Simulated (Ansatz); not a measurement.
# NaI (P6_3mc) at 2 levels of theory

One geometry, relaxed with PBE; plane waves with PAW potentials in Ansatz, scalar-relativistic. No spin polarisation. Gaps are the least over mesh and band path; pressure is positive in compression.

```
CELL_PARAMETERS angstrom
5.15075 0.00000 0.00000
-2.57538 4.46068 0.00000
0.00000 0.00000 7.97323
ATOMIC_POSITIONS crystal
Na 0.33333 0.66667 0.38161
Na 0.66667 0.33333 0.88161
I 0.33333 0.66667 0.99153
I 0.66667 0.33333 0.49153
```

```json
{"level": "PBE", "cutoff (eV)": "420", "k mesh": "6×6×4", "gap (eV)": "3.70", "pressure (GPa)": "0.0"}
```

**Question.** What comes out on the same cell with r2SCAN?

**Answer.**
| level | cutoff (eV) | k mesh | gap (eV) | pressure (GPa) |
| --- | --- | --- | --- | --- |
| r2SCAN | 500 | 6×6×4 | 4.30 | -0.3 |

Spin-orbit coupling matters for the bands of heavy elements and is left out.

It was reached by relaxing an invented guess, and it needn't be the stable form of this composition.
